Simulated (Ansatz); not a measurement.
# Twisted graphene monolayer on bilayer, 87.80° (78 atoms): taking the cell apart: runs compared

How much energy holds the two parts of twisted graphene monolayer on bilayer, 87.80° (78 atoms) together, how does it fall off with distance, and how much does it hang on the functional?

Computed with Ansatz 0.2.0: Kohn-Sham DFT, PBE+D3(BJ), PAW (set soft_2), plane waves.

### 1. The cell as built

The cell holds 78 atoms: 78 C. Cell: a = 8.870 Å, b = 8.870 Å, c = 20.690 Å, α = 90.0°, β = 90.0°, γ = 120.0°. It derives from C (graphene). Graphene (a = 2.46 Å) under graphene (a = 2.46 Å), monolayer on bilayer, commensurate cell of 13 unit cells a layer, twist 87.80 deg; facing planes 3.32, 3.37 Å apart as built; 14 Å of vacuum; minimised with a classical potential. Regions: layer 1, 26 atoms (26 C); layer 2, 26 atoms (26 C); layer 3, 26 atoms (26 C). Vacuum lies along c.

### 2. The reference run

The reference is a single point at the end of the relaxation.

The parts (lower: layer 1 and layer 2 and upper: layer 3) keep their atoms where they stand in it, and shifted cells move the upper part rigidly.

Its input, with most atom lines left out:

```yaml
crystal:
  lattice:
    - [8.8697, 0.0, 0.0]
    - [-4.43485, 7.68139, 0.0]
    - [0.0, 0.0, 20.69]
  atoms:
    - { symbol: C, position: [0.12821, 0.17949, 0.3364] }
    - { symbol: C, position: [0.17949, 0.05128, 0.33636] }
    - { symbol: C, position: [0.20513, 0.48718, 0.3364] }
    - { symbol: C, position: [0.25641, 0.35897, 0.33636] }
    - { symbol: C, position: [0.28205, 0.79487, 0.3364] }
    - { symbol: C, position: [0.33333, 0.66667, 0.33636] }
    - { symbol: C, position: [0.35897, 0.10256, 0.3364] }
    [... atom lines 8 to 78 left out ...]
kpoints:
  mp_grid: { grid: [3, 3, 1] }
hamiltonian:
  xc: pbe
  dispersion: d3bj
scf:
  occupations: { method: fermi_dirac, width: 0.025 }
output:
  forces: true
  populations: true
  dos:
    method: { smearing: { sigma: 0.15 } }
    de: 0.1
    projected:
      site_lists:
        C: [C]
        layer_1: [0, 1, 2, 3, 4, 5, 6, 7, 8, 9, 10, 11, 12, 13, 14, 15, 16, 17, 18, 19, 20, 21, 22, 23, 24, 25]
        layer_2: [26, 27, 28, 29, 30, 31, 32, 33, 34, 35, 36, 37, 38, 39, 40, 41, 42, 43, 44, 45, 46, 47, 48, 49, 50, 51]
        layer_3: [52, 53, 54, 55, 56, 57, 58, 59, 60, 61, 62, 63, 64, 65, 66, 67, 68, 69, 70, 71, 72, 73, 74, 75, 76, 77]
  eigenvalues: true
  write_density: true
  write_potential: true
  volumetric_format: npy
```

```
free energy per atom   : -251.0605 eV/atom
r.m.s. force component : 0.01663 eV/Å
```

No gap is quoted, since levels at the Fermi energy are partly filled.

### 3. The runs

Each row is one run, on 4 threads of Arm Neoverse V1, shared host. The free energy is the program's total, comparable only between runs with the same functional, potentials and atoms, or as a whole against its parts.

| run | atoms | outcome | ionic steps, all passes | free energy (eV) | time | host memory (GiB) |
| --- | --- | --- | --- | --- | --- | --- |
| Single point at the start | 78 | converged | - | -19582.721 | 32 s | 3.8 |
| Relaxation | 78 | converged | 2 | -19582.721 | 46 s | 3.9 |
| Single point at the relaxed geometry | 78 | converged | - | -19582.721 | 70 s | 3.9 |
| The lower part alone | 52 | converged | - | -13054.733 | 38 s | 2.8 |
| The upper part alone | 26 | converged | - | -6526.685 | 12 s | 1.7 |
| Upper part moved by +0.3 Å | 78 | converged | - | -19582.660 | 45 s | 3.9 |
| Upper part moved by -0.3 Å | 78 | converged | - | -19582.281 | 58 s | 3.9 |
| Upper part moved by +0.8 Å | 78 | converged | - | -19582.323 | 53 s | 3.9 |
| Upper part moved by +1.6 Å | 78 | converged | - | -19581.906 | 63 s | 3.9 |
| Upper part moved by +3 Å | 78 | converged | - | -19581.613 | 62 s | 3.9 |
| Whole cell, revPBE+D3(BJ) | 78 | converged | - | -19667.235 | 33 s | 3.8 |
| Lower part, revPBE+D3(BJ) | 52 | converged | - | -13110.881 | 16 s | 2.7 |
| Upper part, revPBE+D3(BJ) | 26 | converged | - | -6554.476 | 6.4 s | 1.7 |

In some runs the program notes that positions were snapped to a detected symmetry, the exchange-correlation potential is rough where the density is thin and the atoms just miss a symmetry operation.

### 4. Interaction energy

Whole cell less its two parts, each frozen at the geometry of the whole and solved in the same cell with the same functional, so that energy zeros cancel. The upper part is 'layer 3' and the lower part 'layer 1 and layer 2', so the cut is under the top layer, which needn't be the twisted interface. The nearest atoms of the two parts stand 3.38 Å apart. The face is 68.13 Å².

| functional | interaction energy (eV) | of it, the added dispersion term (eV) | per area (meV/Å²) | per area (J/m²) | per atom of the upper part (meV) |
| --- | --- | --- | --- | --- | --- |
| PBE+D3(BJ) | -1.302 | -1.701 | -19.1 | -0.31 | -50.1 |
| revPBE+D3(BJ) | -1.878 | -2.818 | -27.6 | -0.44 | -72.2 |

### 5. Energy against separation

The upper part is moved rigidly along the normal from its place in the reference.

| shift (Å) | energy change (eV) | per area (meV/Å²) | share of the binding lost (%) |
| --- | --- | --- | --- |
| -0.3 | 0.440 | 6.46 | - |
| +0.0 | 0.000 | 0.00 | - |
| +0.3 | 0.060 | 0.89 | 5 |
| +0.8 | 0.397 | 5.83 | 31 |
| +1.6 | 0.815 | 11.96 | 63 |
| +3.0 | 1.108 | 16.26 | 85 |

### 6. Levels of whole and parts

| cell | level spacing (eV) | vacuum level at the upper face, over the highest filled level, or over E_F where no gap is given (eV) | moment (μB) |
| --- | --- | --- | --- |
| whole | - | 4.27 | no spin |
| lower part | - | 4.26 | no spin |
| upper part | - | 4.22 | no spin |

A dash marks a cell without a clear gap, or without a flat potential in the vacuum.

### 7. Findings

The parts bind with 19.1 meV/Å² (1.30 eV for the cell) at the level PBE+D3(BJ), the size of van der Waals binding between sheets. The added dispersion term contributes -1.701 eV, the functional itself 0.398 eV. At this one geometry the functionals range from -27.6 (revPBE+D3(BJ)) to -19.1 meV/Å² (PBE+D3(BJ)). The curvature over ±0.3 Å is 1.3×10²⁰ N/m³, and the energy rises faster on the near side. At +3.0 Å, 85 % of the binding is lost; the shift also narrows the vacuum to the periodic image.

**Limits.** The parts are frozen, so the energy of their deformation isn't counted. No correction is made for dipoles across the vacuum, and the parts also feel their periodic images through it.

The DFT runs together took 8.9 min of wall time.

[Logs are printed without paths, hosts, clocks, repeated set-up lines and the standing remarks that a program may print on its own settings, such as how far it seeks lower states.]

[Hosts, paths, dates, database ids (printed as entryN), source tags and the programs' standing remarks are cut or masked in the printed files.]
